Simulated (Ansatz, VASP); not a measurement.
# Ti: VASP beside Ansatz

```
CELL_PARAMETERS angstrom
2.79463 0.00000 0.00000
-1.39731 2.42022 0.00000
0.00000 0.00000 4.44224
ATOMIC_POSITIONS crystal
Ti 0.33333 0.66667 0.25000
Ti 0.66667 0.33333 0.75000
```

Alike in both runs: functional LDA; k mesh 18 × 18 × 10; occupations fermi-dirac, width 0.08 eV; no spin polarisation.

Ansatz relaxed the structure, and its values are those at the end. VASP's run is a single point on that final structure, the one shown.

|  | VASP | Ansatz |
| --- | --- | --- |
| version | VASP 6.6.1 | Ansatz 0.2.0 |
| potentials or method | VASP PAW LDA potentials, release 64 (Ti_sv) | PAW with Ansatz's default frozen-core files, scalar-relativistic |
| plane-wave cutoff (eV) | 520 | 420 |
| valence electrons in the cell | 24 | 24 |

```tsv
	VASP	Ansatz	Ansatz less VASP
pressure (GPa)	9.8	10.0	+0.21
```
